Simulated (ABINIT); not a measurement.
Input of an ABINIT 10.8.3 (patched build) run:

run.abi

```
# Pseudopotentials
pp_dirpath "./"
pseudos "Zn.upf, S.upf"

# Structure
acell 7.2210310021 7.2210310021 7.2210310021
rprim
     0.0000000000     0.7071067812     0.7071067812
     0.7071067812     0.0000000000     0.7071067812
     0.7071067812     0.7071067812     0.0000000000
ntypat 2
znucl 30 16
natom 2
typat 1 2
chkprim 0
chksymtnons 0
tolsym 1.0e-6
xred
            3/4            3/4            3/4
            0.0            0.0            0.0

# Plane-wave basis
ecut 42.0
ecutsm 0.5

# k points
kptopt 1
ngkpt 7 7 7
nshiftk 1
shiftk 0.0 0.0 0.0

# Exchange and correlation
ixc 11

# Bands and occupations
nband 17
occopt 3
tsmear 0.05 eV

# SCF cycle
nstep 80
tolvrs 1.0e-12

# Output
iomode 3
prteig 0
prtebands 0
prtwf 0
prtden 0

# Relaxation
ionmov 2
optcell 2
ntime 50
tolmxf 2.0e-5
dilatmx 1.08
```

Potentials or basis: PseudoDojo NC SR PBE v0.4.1 standard.

Launch:

```sh
$ abinit run.abi > log 2>&1
```

Estimate the band gap on the k mesh.

2.02 eV, direct.

What does it give for the relaxed cell?

a = 3.849 Å, b = 3.849 Å, c = 3.849 Å, α = 60.00°, β = 60.00°, γ = 60.00°.

The path:
```csv
step,energy change (eV),largest force (eV/Å),pressure (GPa),volume (Å³)
1,0.0000,0.0000,1.58,39.45
2,-0.0017,0.0000,1.22,39.64
3,-0.0042,0.0000,0.04,40.30
4,-0.0042,0.0000,0.00,40.32
```

Caveat: an odd mesh through Γ misses points on the zone boundary, where band edges often lie. Zero-point motion and thermal expansion aren't in these numbers.
